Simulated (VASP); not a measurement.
## InP: relaxation of cell and atoms with AM05

The system is InP.

```
CELL_PARAMETERS angstrom
0.00000 2.93050 2.93050
2.93050 0.00000 2.93050
2.93050 2.93050 0.00000
ATOMIC_POSITIONS crystal
In 0.00000 0.00000 0.00000
P 0.75000 0.75000 0.75000
```

```
Program                : VASP 6.6.1
Task                   : relaxation of cell and atoms
Functional             : AM05
Potentials or basis    : VASP PAW PBE potentials, release 64 (In_d, P)
Cutoff                 : 600 eV
k mesh                 : 8 × 8 × 8
Occupations            : fermi-dirac, width 0.05 eV
Spin                   : no spin polarisation
Further INCAR settings : ALGO = Fast; EDIFF = 1e-07; IBRION = 2; EDIFFG = -0.01; NSW = 40; ISIF = 3
```

- Relaxed volume: 25.51 Å³/atom
- Relaxed cell: a = 4.163 Å, b = 4.163 Å, c = 4.163 Å, α = 60.00°, β = 60.00°, γ = 60.00°
- Space group after relaxing (to 0.05 Å): F-43m (No. 216)
- Energy gained by relaxing: 1.0 meV/atom
- Ionic steps: 3
- Pressure after relaxing: 0.0 GPa
- Band gap on the k mesh: 0.63 eV, direct

Step by step:
```tsv
step	energy change (eV)	largest force (eV/Å)	pressure (GPa)	volume (Å³)
1	0.0000	0.0000	0.94	50.33
2	-0.0014	0.0000	-0.58	51.41
3	-0.0020	0.0000	0.01	51.03
```

Final structure:
```yaml
crystal:
  lattice:
    - [0.00000, 2.94391, 2.94391]
    - [2.94391, 0.00000, 2.94391]
    - [2.94391, 2.94391, 0.00000]
  atoms:
    - { symbol: In, position: [0.00000, 0.00000, 0.00000] }
    - { symbol: P, position: [0.75000, 0.75000, 0.75000] }
```

Levels at points of the mesh, in eV from the valence-band top:
```csv
k point,band 5,band 6,band 7,band 8,band 9,band 10,band 11,band 12,band 13
"(0.00, 0.00, 0.00)",-14.00,-11.42,0.00,0.00,0.00,0.63,4.04,4.04,4.04
"(0.50, 0.00, 0.00)",-13.98,-9.72,-5.69,-0.96,-0.96,1.44,4.77,4.77,7.08
"(0.50, 0.50, 0.00)",-13.96,-9.07,-5.74,-2.29,-2.29,1.77,2.23,9.13,9.46
```

Wall time 57 s on 1 thread of Intel(R) Xeon(R) 6975P-C (Granite Rapids), with other jobs on the host, peak memory 0.22 GiB.

Caveat: the PAW data sets were made with another functional, which shifts forces and pressure a little; spin-orbit coupling is left out, which moves the levels of the heavy elements. Zero-point motion and thermal expansion aren't in these numbers.
